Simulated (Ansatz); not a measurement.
# SiC35 (Graphite 2H): the cost of one run

Method: DFT, PBE, plane-wave PAW, default files, scalar-relativistic, as far as a step names no other, in Ansatz 0.2.0.

The COD entry's cell or inner coordinates are ideal or old and differ from later refinements, so a difference from it is no clean test against experiment.

**1. The structure to begin with**

The structure is trigonal, space group P3m1 (No. 156). The conventional cell has a = 7.410 Å, b = 7.410 Å, c = 6.790 Å, α = 90.00°, β = 90.00°, γ = 120.00°. Si (site symmetry 3m) has 3 C at 1.43 Å as nearest neighbours. C (site symmetry 1) is surrounded by 3 C at 1.43 Å. Around C (site symmetry 3m) lie 3 C at 1.43 Å. Only part of the 14 independent sites is listed.

Structure file:

```cif
data_structure
_symmetry_space_group_name_H-M 'P3m1'
_symmetry_Int_Tables_number 156
_cell_length_a 7.4100
_cell_length_b 7.4100
_cell_length_c 6.7900
_cell_angle_alpha 90.000
_cell_angle_beta 90.000
_cell_angle_gamma 120.000
_cell_volume 322.88
loop_
_atom_site_label
_atom_site_type_symbol
_atom_site_symmetry_multiplicity
_atom_site_Wyckoff_symbol
_atom_site_fract_x
_atom_site_fract_y
_atom_site_fract_z
_atom_site_occupancy
Si1 Si 1 a 0.00000 0.00000 0.00000 1
C1 C 6 e 0.00000 0.33333 0.00000 1
C2 C 1 b 0.33333 0.66667 0.00000 1
C3 C 1 c 0.66667 0.33333 0.00000 1
C4 C 1 a 0.00000 0.00000 0.50000 1
C5 C 6 e 0.00000 0.33333 0.50000 1
C6 C 1 b 0.33333 0.66667 0.50000 1
C7 C 1 c 0.66667 0.33333 0.50000 1
C8 C 3 d 0.11111 0.22222 0.00500 1
C9 C 3 d 0.11111 0.55556 0.00500 1
C10 C 3 d 0.44444 0.22222 0.00500 1
C11 C 3 d 0.22222 0.11111 0.50500 1
C12 C 3 d 0.22222 0.44444 0.50500 1
C13 C 3 d 0.55556 0.11111 0.50500 1
```

Atom 1 of the input is the impurity.

**2. Single point at the given positions**

File input.yaml:

```yaml
crystal:
  lattice:
    - [7.41, 0.0, 0.0]
    - [-3.705, 6.4172482419, 0.0]
    - [0.0, 0.0, 6.79]
  atoms:
    - { symbol: Si, position: [0.0, 0.0, 0.0] }
    - { symbol: C, position: [0.0, 0.3333333333, 0.0] }
    - { symbol: C, position: [0.0, 0.6666666667, 0.0] }
    - { symbol: C, position: [0.3333333333, 0.0, 0.0] }
    - { symbol: C, position: [0.3333333333, 0.3333333333, 0.0] }
    - { symbol: C, position: [0.3333333333, 0.6666666667, 0.0] }
    - { symbol: C, position: [0.6666666667, 0.0, 0.0] }
    - { symbol: C, position: [0.6666666667, 0.3333333333, 0.0] }
    - { symbol: C, position: [0.6666666667, 0.6666666667, 0.0] }
    - { symbol: C, position: [0.0, 0.0, 0.5] }
    - { symbol: C, position: [0.0, 0.3333333333, 0.5] }
    - { symbol: C, position: [0.0, 0.6666666667, 0.5] }
    - { symbol: C, position: [0.3333333333, 0.0, 0.5] }
    - { symbol: C, position: [0.3333333333, 0.3333333333, 0.5] }
    - { symbol: C, position: [0.3333333333, 0.6666666667, 0.5] }
    - { symbol: C, position: [0.6666666667, 0.0, 0.5] }
    - { symbol: C, position: [0.6666666667, 0.3333333333, 0.5] }
    - { symbol: C, position: [0.6666666667, 0.6666666667, 0.5] }
    - { symbol: C, position: [0.1111111111, 0.2222222222, 0.005] }
    - { symbol: C, position: [0.1111111111, 0.5555555556, 0.005] }
    - { symbol: C, position: [0.1111111111, 0.8888888889, 0.005] }
    - { symbol: C, position: [0.4444444444, 0.2222222222, 0.005] }
    - { symbol: C, position: [0.4444444444, 0.5555555556, 0.005] }
    - { symbol: C, position: [0.4444444444, 0.8888888889, 0.005] }
    - { symbol: C, position: [0.7777777778, 0.2222222222, 0.005] }
    - { symbol: C, position: [0.7777777778, 0.5555555556, 0.005] }
    - { symbol: C, position: [0.7777777778, 0.8888888889, 0.005] }
    - { symbol: C, position: [0.2222222222, 0.1111111111, 0.505] }
    - { symbol: C, position: [0.2222222222, 0.4444444444, 0.505] }
    - { symbol: C, position: [0.2222222222, 0.7777777778, 0.505] }
    - { symbol: C, position: [0.5555555556, 0.1111111111, 0.505] }
    - { symbol: C, position: [0.5555555556, 0.4444444444, 0.505] }
    - { symbol: C, position: [0.5555555556, 0.7777777778, 0.505] }
    - { symbol: C, position: [0.8888888889, 0.1111111111, 0.505] }
    - { symbol: C, position: [0.8888888889, 0.4444444444, 0.505] }
    - { symbol: C, position: [0.8888888889, 0.7777777778, 0.505] }
kpoints:
  mp_grid: { grid: [3, 3, 3] }
scf:
  occupations: { method: fermi_dirac, width: 0.01 }
hamiltonian:
  xc: pbe
  pseudopotentials: { kind: paw }
output:
  forces: true
  stress: true
  populations: true
  efg: { contact_densities: true }
```

The run is started by

```sh
$ ansatz run input.yaml --threads 1 --pin off --max-ram 2560MiB --backend cpu --events-out ev --progress --plain --runs-dir out
```

What time and memory should one allow on 1 thread of Arm Neoverse V2, shared host?

About 35 s, with a peak of 0.6 GiB.
